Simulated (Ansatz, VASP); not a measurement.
## SiC in VASP and in Ansatz

File INCAR:

```
SYSTEM = SiC
PREC     = Accurate       ! precision mode
ENCUT    = 520            ! plane-wave cutoff, eV
EDIFF    = 1E-6           ! SCF threshold, eV
ISMEAR   = 0              ! smearing method
SIGMA    = 0.01           ! smearing width, eV
LREAL    = .FALSE.        ! projectors in reciprocal space
LASPH    = .TRUE.         ! aspherical terms in the spheres
NELM     = 80             ! most SCF steps
ALGO     = Normal         ! electronic algorithm
ISIF     = 2              ! what is computed and relaxed
LWAVE    = .FALSE.        ! write WAVECAR
LCHARG   = .FALSE.        ! write CHGCAR
NBANDS   = 11             ! bands
```

Contents of KPOINTS:

```
Automatic mesh
0
G
  10 10 10
  0 0 0
```

File POSCAR:

```
SiC
1.0
    2.1707390097      2.1707390097      0.0000000000
   -2.1707390097      2.1707390097      0.0000000000
    0.0000000000      2.1707390097      2.1707390097
Si C
1 1
Direct
    0.0000000000      0.0000000000      0.0000000000
    0.7500000000      0.2500000000      0.5000000000
```

Input for Ansatz:

```yaml
crystal:
  lattice:
    - [2.1707390097, 2.1707390097, 0.0]
    - [-2.1707390097, 2.1707390097, 0.0]
    - [0.0, 2.1707390097, 2.1707390097]
  atoms:
    - { symbol: Si, position: [0.0, 0.0, 0.0] }
    - { symbol: C, position: [0.75, 0.25, 0.5] }
kpoints:
  mp_grid: { grid: [10, 10, 10] }
scf:
  occupations: { method: fixed }
  convergence: { dr2_threshold: 1.0e-10 }
hamiltonian:
  xc: lda
  pseudopotentials: { kind: all_electron, lapw: { basis_error: 0.0005 } }
output:
  forces: true
  stress: true
  eigenstates:
    kpoints:
      - [0.0, 0.0, 0.0]
      - [-0.5, 0.5, 0.0]
      - [-0.5, -0.5, -0.5]
      - [0.0, 0.0, -0.5]
      - [0.0, -0.5, -0.5]
      - [0.0, 0.5, 0.0]
      - [-0.5, 0.0, 0.0]
      - [-0.5, 0.0, -0.5]
  eigenvalues: true
```

Alike in both runs: task single point; functional LDA; k mesh 10 × 10 × 10; no spin polarisation.

```csv
,VASP,Ansatz
version,VASP 6.6.1,Ansatz 0.2.0
potentials or method,"VASP PAW LDA potentials, release 64 (Si, C)","all-electron LAPW, scalar-relativistic"
plane-wave cutoff (eV),520,see its input
occupations,"gaussian, width 0.01 eV",fixed
```

```csv
,VASP,Ansatz,Ansatz less VASP
gap on the k mesh at the Fermi level (eV),1.29,1.31,+0.012
pressure (GPa),-1.5,-2.0,-0.44
```

Ansatz ran all-electron here, so the differences hold the error of VASP's frozen core and of both bases.

A k mesh can miss the band edges.
